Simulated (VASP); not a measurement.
Wanted: the native input for a VASP 6.6.1 run.

- Task: single point
- Functional: RPBE
- Potentials or basis: VASP PAW PBE potentials, release 64 (Tl_d)
- Cutoff: 520 eV
- k mesh: 2 × 3 × 2
- Occupations: gaussian, width 0.1 eV
- Spin: no spin polarisation
- Dipole correction: no
- Further INCAR settings: ALGO = Fast; EDIFF = 1e-06; NBANDS = 12

The structure of Tl lies in POSCAR:

```
Tl
1.0
   -1.9410000000      1.9410000000      1.9410000000
    1.9410000000     -1.9410000000      1.9410000000
    1.9410000000      1.9410000000     -1.9410000000
Tl
1
Direct
    0.0000000000      0.0000000000      0.0000000000
```

This isn't the form of Tl at room conditions, which is hcp.

One way to write it, as run:

INCAR

```
ALGO     = Fast           # electronic algorithm
EDIFF    = 1E-6           # SCF threshold, eV
ENCUT    = 520            # plane-wave cutoff, eV
GGA      = RP             # functional
ISIF     = 2              # what is computed and relaxed
ISMEAR   = 0              # smearing method
LASPH    = T              # aspherical terms in the spheres
LCHARG   = F              # write CHGCAR
LREAL    = F              # projectors in reciprocal space
LWAVE    = F              # write WAVECAR
NBANDS   = 12             # bands
NELM     = 80             # most SCF steps
PREC     = Accurate       # precision mode
SIGMA    = 0.1            # smearing width, eV
```

KPOINTS

```
k-points
0
Gamma
  2 3 2
```

Potentials or basis: VASP PAW PBE potentials, release 64 (Tl_d).

Launch:

```sh
$ cat potpaw_PBE.64/Tl_d/POTCAR > POTCAR
$ mpirun -np 1 vasp_std > vasp.out
```

It gave:

The pressure is 5.4 GPa and the band gap on the k mesh is none (metal or under the smearing width).

Caveat: the k mesh is coarse (spacing up to 1.14 Å⁻¹), so the values aren't converged; the PAW data sets were made with another functional, which shifts forces and pressure a little.

Wall time 2.4 s on 1 thread of AMD EPYC 9R45 96-Core Processor (Zen 5), on a shared host, peak memory 0.12 GiB.
